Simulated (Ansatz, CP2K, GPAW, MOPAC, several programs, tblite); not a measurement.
# AlN: cheap methods against density-functional theory, part 2 of 2

Aim: run AlN through methods of unlike cost and see what each gets, and at what price.

Several programs; a static lattice, no spin polarisation. The steps go on from the part before.

### Step 7. PBE (plane waves, Ansatz 0.2.0)

File input.yaml:

```yaml
crystal:
  lattice:
    - [0.0, 2.1848764836, 2.1848764836]
    - [2.1848764836, 0.0, 2.1848764836]
    - [2.1848764836, 2.1848764836, 0.0]
  atoms:
    - { symbol: Al, position: [0.0, 0.0, 0.0] }
    - { symbol: "N", position: [0.75, 0.75, 0.75] }
kpoints:
  mp_grid: { grid: [10, 10, 10] }
  band_path:
    path:
      - [0.0, 0.0, 0.0]
      - [-0.5, -0.5, 0.0]
      - [-0.375, -0.375, 0.25]
      - [-0.375, 0.0, 0.375]
      - [0.0, 0.0, 0.5]
      - [-0.5, -0.25, 0.25]
      - [0.0, 0.5, 0.5]
    npoints: 1
hamiltonian:
  xc: pbe
scf:
  occupations: { method: fixed }
  n_extra_bands: 4
output:
  forces: true
  stress: true
  eigenvalues: true
```

Command:

```console
$ ansatz run input.yaml --threads 2 --pin off --max-ram 3686MiB --backend cpu --events-out ev --progress --plain --runs-dir out
```

The log of the run:

```text
Warning: RAYON_NUM_THREADS=2 ignored (pool sized by the plan → 2); use --threads N
scf.n_extra_bands = 4 over 4 filled bands (N_el = 8.0): the run solves 8 bands
Engine: ansatz 0.2.0, aarch64-unknown-linux-gnu
Pseudopotentials: kind: paw
Pseudopotential: Al, paw, valence charge 3, recommended cutoff 420 eV (normal), Al.paw.azcp
Pseudopotential: N, paw, valence charge 5, recommended cutoff 420 eV (normal), N.paw.azcp
Functional definition: PBE
  parameter kappa = 0.804
  parameter beta = 0.06672455060314922
  exchange = pbe_x(kappa = kappa, mu = beta*pi^2/3)
  correlation = pbe_c(beta = beta)
Crystal: 2 atoms, lattice volume = 20.860 Å³
Basis set: ecut = 420 eV, 411 PW (Γ), exchange–correlation on 48×48×48 points (8 copies of the dense FFT grid, shifted against one another)
Bands: 8, of which v1, the nominal top of the filled ones, is band 4 counted from 1 (3 counted from 0)
Symmetry: 24 space group operations
Space group: F-43m (ITA 216), of the structure as read, at distance tolerance 2.8e-5 Å
k-points: 47 of 1000 (time reversal used)
Non-local potential: Al, projectors of the file, l = 0: 2, l = 1: 2, l = 2: 1
Non-local potential: N, projectors of the file, l = 0: 2, l = 1: 2, l = 2: 1
PAW form: soft (Blöchl's): semilocal exchange-correlation on the pseudo side does not see the compensation charge
PAW one-centre angular grid: Al, 110 points (default); XC on 64 Gauss nodes
PAW one-centre angular grid: N, 110 points (default); XC on 64 Gauss nodes
Initial density: superposition of atomic densities (neutral atoms: chi_scale 0, normalization atom), corrected by the library's trained network
Initial wavefunctions: pseudopotential atomic-orbital guess
Functional: x = pbe(κ = 0.804, μ = 0.2195149727645171), c = pbe(β = 0.06672455060314922)
SCF iter   1: F=—  HF=-924.204069 eV  |F-HF|=—  |Δ(HF+E_count)|=         —  Δρ=7.08e-4  dr2=3.18e-5  ethr=1.77e-3  ⟨swp⟩=4.6  Hψ=2490  notcnv=0  defer=14
preconditioner: auto → none  [insulator: Δε(μ)=3.327 eV  Ē_g=15.393 eV  n_scr=0 (ndim 8)  ℏωp=23.0 eV  f_vac=0.000  ε∞_Penn≈3.2]
SCF iter   2: F=—  HF=-924.204216 eV  |F-HF|=—  |Δ(HF+E_count)|=   1.47e-4  Δρ=3.40e-4  dr2=7.17e-6  ethr=3.97e-7  ⟨swp⟩=2.0  Hψ=1031  notcnv=0  defer=93
SCF iter   3: F=—  HF=-924.204253 eV  |F-HF|=—  |Δ(HF+E_count)|=   3.63e-5  Δρ=1.49e-4  dr2=3.37e-6  ethr=8.96e-8  ⟨swp⟩=2.0  Hψ=564  notcnv=0  defer=94
iter 4 did not close the SCF: its close was put off for the readings that it lacked (scf_convergence_deferred on its scf_iter line)
SCF iter   4: F=-924.204253 eV  HF=-924.204253 eV  |F-HF|=7.02e-8  |Δ(HF+E_count)|=   4.14e-8  Δρ=1.62e-5  dr2=1.64e-8  ethr=4.21e-8  ⟨swp⟩=2.5  Hψ=537  notcnv=0  defer=94
iter 5 did not close the SCF: its close was put off for the readings that it lacked (scf_convergence_deferred on its scf_iter line)
SCF iter   5: F=-924.204253 eV  HF=-924.204253 eV  |F-HF|=1.92e-9  |Δ(HF+E_count)|=   7.20e-8  Δρ=3.82e-6  dr2=8.89e-10  ethr=2.05e-10  ⟨swp⟩=2.2  Hψ=543  notcnv=0  defer=94
SCF iter   6: F=-924.204253 eV  HF=-924.204253 eV  |F-HF|=4.66e-12  |Δ(HF+E_count)|=   2.13e-9  Δρ=2.12e-7  dr2=4.20e-12  ethr=1.11e-11  ⟨swp⟩=3.6  Hψ=1927  notcnv=0
SCF 1 converged in 6 iterations: F = -924.204253 eV  dr2 = 4.20e-12
NSCF: frozen V_eff on 7 k-points
SCF converged after 6 iterations
Free energy (F): -924.204253 eV
Harris-Foulkes:  -924.204253 eV  (|F-HF|=4.66e-12)
Internal energy: -924.204253 eV  (E = F + TS)
E sigma→0 (E₀):  -924.204253 eV
Fermi energy:    6.957979 eV
--- Per-component energies (eV) ---
  E_band       = 15.303662
  E_kinetic    = 159.454965
  E_local      = -222.903670  (includes V_loc(G=0)·N_el)
  E_nonlocal   = 55.512783
  E_hartree    = 77.243968
  E_xc         = -101.837015
  E_vxc        = -107.959031  (∫ρ·V_xc dr)
  E_paw        = -595.191687  (= ΣΔE_a)
  E_vpaw       = -23.289424  (= ΣTr[D̂ρ^β])
  E_aug_tail   = 0.000098  (compensation charges beyond the density's cutoff)
  E_ewald      = -296.483696
  E_smearing   = -0.000000  (= −TS)
  E_closure    = 0.000000  (closes the sum)
  Σ components = -924.204253   (vs F -924.204253, Δ=0.00e0)
--- Forces (eV/Å), atoms counted from 1 ---
  atom   1  Al    -0.00000000     0.00000000    -0.00000000
  atom   2  N      0.00000000    -0.00000000    -0.00000000
  max |Σ_I F_I| component: 1.67e-16 eV/Å
--- Stress (GPa, compression-positive) ---
        4.608881       0.000000      -0.000000
        0.000000       4.608881       0.000000
       -0.000000       0.000000       4.608881
  P = ⅓ Tr σ = 4.6089 GPa (46.089 kbar)
--- Band table (eV; the first three rows and the last of 47) ---
  k-point 0: bands = ["-8.0027", "6.9580", "6.9580", "6.9580", "11.1335", "19.5276", "19.5276", "19.5276"]
  k-point 1: bands = ["-7.8567", "6.1476", "6.9068", "6.9068", "11.7962", "19.1379", "19.6598", "19.6598"]
  k-point 2: bands = ["-7.4414", "4.5467", "6.7790", "6.7790", "12.9242", "18.3325", "19.5814", "19.5814"]
  k-point 46: bands = ["-5.2797", "2.8945", "3.8735", "4.3479", "12.6763", "17.8103", "19.3260", "19.5770"]
```

Wall time 0.66 s (2 threads of Arm Neoverse V2, shared host); peak memory 0.25 GiB.

Gap 3.33 eV; pressure 4.6 GPa.

An earlier relaxation at this level, not shown, gives 10.67 Å³ an atom.

Further single points at scaled volumes (its own cell, shape and fractional coordinates held; logs not shown):

```csv
volume (Å³/atom),"energy (meV/atom, from the lowest)"
10.03,25.5
10.35,6.1
10.67,0.0
10.99,5.5
11.31,21.0
```

A third-order Birch-Murnaghan fit gives V₀ = 10.67 Å³ an atom and B₀ = 193 GPa, with shape and fractional coordinates held.

### Step 8. r2SCAN (plane waves, Ansatz 0.2.0)

input.yaml, as its differences from that of step 7:

```diff
@@ -21,3 +21,3 @@
 hamiltonian:
-  xc: pbe
+  xc: r2scan
 scf:
```

Command:

```console
$ ansatz run input.yaml --threads 2 --pin off --max-ram 3686MiB --backend cpu --events-out ev --progress --plain --runs-dir out
```

The log of the run (excerpt; [...] marks lines left out):

```text
Warning: RAYON_NUM_THREADS=2 ignored (pool sized by the plan → 2); use --threads N
scf.n_extra_bands = 4 over 4 filled bands (N_el = 8.0): the run solves 8 bands
[...]
[... 1 set-up line as earlier in the session ...]
Pseudopotential: Al, paw, valence charge 3, recommended cutoff 500 eV (meta_gga), Al.paw.azcp
Pseudopotential: N, paw, valence charge 5, recommended cutoff 500 eV (meta_gga), N.paw.azcp
Functional definition: r2SCAN
[...]
Crystal: 2 atoms, lattice volume = 20.860 Å³
Basis set: ecut = 500 eV, 531 PW (Γ), exchange–correlation on 96×96×96 points (64 copies of the dense FFT grid, shifted against one another)
Bands: 8, of which v1, the nominal top of the filled ones, is band 4 counted from 1 (3 counted from 0)
[... 2 set-up lines as earlier in the session ...]
k-points: 47 of 1000 (time reversal used)
[...]
SCF iter   1: F=—  HF=-928.366830 eV  |F-HF|=—  |Δ(HF+E_count)|=         —  Δρ=6.94e-3  dr2=1.08e-2  dr2_τ=1.56e-1  ethr=1.77e-3  ⟨swp⟩=4.9  Hψ=2499  notcnv=0  defer=20
[...]
SCF iter   6: F=-928.437201 eV  HF=-928.437201 eV  |F-HF|=3.26e-8  |Δ(HF+E_count)|=   1.24e-8  Δρ=1.72e-5  dr2=7.29e-8  dr2_τ=1.23e-9  ethr=1.25e-9  ⟨swp⟩=5.7  Hψ=2055  notcnv=0
[...]
NSCF: frozen V_eff on 7 k-points
SCF converged after 6 iterations
Free energy (F): -928.437201 eV
[...]
E sigma→0 (E₀):  -928.437201 eV
Fermi energy:    6.690861 eV
[...]
--- Forces (eV/Å), atoms counted from 1 ---
  atom   1  Al    -0.00000000     0.00000000    -0.00000000
  atom   2  N      0.00000000    -0.00000000    -0.00000000
[...]
--- Stress (GPa, compression-positive) ---
        0.003812       0.000000      -0.000000
       -0.000000       0.003812       0.000000
       -0.000000       0.000000       0.003812
  P = ⅓ Tr σ = 0.0038 GPa (0.038 kbar)
--- Band table (eV; the first three rows and the last of 47) ---
  k-point 0: bands = ["-9.0461", "6.6909", "6.6909", "6.6909", "11.5329", "20.2125", "20.2125", "20.2125"]
[...]
```

Wall time 1.3 s (2 threads of Arm Neoverse V2, shared host); peak memory 0.31 GiB.

Gap 3.94 eV; pressure 0.0 GPa.

An earlier relaxation at this level, not shown, gives 10.43 Å³ an atom.

Further single points at scaled volumes (its own cell, shape and fractional coordinates held; logs not shown):

```csv
volume (Å³/atom),"energy (meV/atom, from the lowest)"
9.80,27.2
10.12,6.5
10.43,0.0
10.74,5.9
11.06,22.4
```

A third-order Birch-Murnaghan fit gives V₀ = 10.43 Å³ an atom and B₀ = 210 GPa, with shape and fractional coordinates held.

### Step 9. The ladder

Run the same way but not shown above: PM6, PBE/DZVP, PBE/SZV, coarse PBE.

Gap and time are those of the single point on the reference cell; the volume comes from each method's relaxation, or else from its energy curve; the modulus is at fixed shape. Times are rough (shared host). GLLB-SC's gap includes its derivative discontinuity.

```csv
method,kind,gap (eV),volume (Å³/atom),B₀ (GPa),atoms computed,CPU time
PM6,semi-empirical,12.70,–,–,64,9.8 s
PM7,semi-empirical,8.35,–,–,64,7.5 s
GFN1-xTB (tblite),tight binding,0.67,–,–,64,5.3 s
GFN2-xTB (tblite),tight binding,2.64,10.76,157,64,6.5 s
PBE/DZVP,small basis,3.32,10.65,188,2,17 s
PBE/single-zeta,small basis,3.89,–,–,2,4.6 s
PBE/SZV,small basis,4.19,11.33,168,2,8.1 s
coarse PBE,low cutoff and mesh,3.21,–,–,2,0.39 s
GLLB-SC,model potential,5.62,–,–,2,2.9 s
PBE,plane waves,3.33,10.67,193,2,1.2 s
r2SCAN,plane waves,3.94,10.43,210,2,2.3 s
```

### Step 10. What came out

This closing draws on all 2 parts.

| quantity | value |
| --- | --- |
| r2SCAN | gap 3.94 eV, 10.43 Å³/atom, B₀ 210 GPa |
| gap: nearest and farthest of the other methods | PBE/single-zeta (-0.05 eV), PM6 (+8.76 eV) |
| volume: nearest and farthest of the other methods | PBE/DZVP (+2.1 %), PBE/SZV (+8.6 %) |
| bulk modulus: nearest and farthest of the other methods | PBE/DZVP (-10 %), GFN2-xTB (tblite) (-25 %) |

In words: Among the 9 methods compared for the gap (full PBE left aside), PBE/single-zeta is nearest to r2SCAN and PM6 farthest. For the volume, of the 3 methods compared (full PBE left aside), PBE/DZVP comes nearest to r2SCAN and PBE/SZV is farthest. For the bulk modulus, of the 3 methods compared (full PBE left aside), PBE/DZVP comes nearest to r2SCAN and GFN2-xTB (tblite) is farthest. A minimal basis or a coarse cutoff and mesh shifts results by its own error, so closeness to r2SCAN can be chance. Cluster runs see only the k-points that fold onto the zone centre, so their gaps can miss the band edges. GLLB-SC is compared with its derivative discontinuity added. No volume is given for PM6, PM7, GFN1-xTB (tblite), PBE/single-zeta, coarse PBE, which can hide a larger miss. CPU times run from 0.39 s (coarse PBE) to 17 s (PBE/DZVP). On this cell PM6, PM7, GFN1-xTB (tblite), GFN2-xTB (tblite), PBE/DZVP, PBE/single-zeta, PBE/SZV, GLLB-SC cost more than r2SCAN itself (2.3 s), so they are no saving here. r2SCAN is a yardstick, not the truth: it usually gives gaps below the measured ones.
